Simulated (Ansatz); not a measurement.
Crystal: BaTiO3.

```xyz
5
Lattice="3.9998 0.0000 0.0000 0.0000 3.9998 0.0000 0.0000 0.0000 4.0180" Properties=species:S:1:pos:R:3 pbc="T T T"
Ba    0.0000    0.0000    0.0000
Ti    1.9999    1.9999    1.9688
O     0.0000    1.9999    2.0773
O     1.9999    0.0000    2.0773
O     1.9999    1.9999    0.0763
```

```yaml
Program: Ansatz 0.2.0
Task: relaxation of cell and atoms
Functional: BLYP
Dispersion: D3(BJ)
Potentials_or_basis: Ansatz PAW
Cutoff: "420 eV (not typed: the program's choice for these potentials)"
k_mesh: 7 × 7 × 7
Occupations: fermi-dirac, width 0.05 eV
Spin: no spin polarisation
```

At the start: volume 12.86 Å³/atom.

Problem. Where does the relaxation end?

Solution. It ends after 12 steps and the volume is 13.02 Å³/atom (+1.2 %); space group P4mm (No. 99, to 0.05 Å).

The path:
```
step  energy change (eV)  largest force (eV/Å)  volume (Å³)
   1              0.0000                0.2725        64.28
   2             -0.0023                0.1431        64.51
   3             -0.0035                0.2084        64.49
   4             -0.0056                0.2019        64.48
   5             -0.0086                0.0806        64.87
   6             -0.0091                0.0238        65.03
   7             -0.0094                0.0072        64.97
   8             -0.0094                0.0001        64.98
   9             -0.0129                0.0003        64.98
  10             -0.0126                0.0103        65.09
  11             -0.0127                0.0014        65.08
  12             -0.0130                0.0014        65.08
```

Final structure:
```xyz
5
Lattice="3.9830 0.0000 0.0000 0.0000 3.9830 0.0000 0.0000 0.0000 4.1021" Properties=species:S:1:pos:R:3 pbc="T T T"
Ba    0.0000    0.0000   -0.0165
Ti    1.9915    1.9915    1.9665
O     0.0000    1.9915    2.1255
O     1.9915    0.0000    2.1255
O     1.9915    1.9915    0.1284
```

Caveat: the plane-wave basis is chosen anew once the cell has moved, so the energies of steps on either side of that aren't comparable; the pressure holds a Pulay correction of +0.6 GPa for the finite cutoff; the PAW data sets come from PBE, with cores solved anew for the run's functional, which leaves a small shift of forces and pressure.
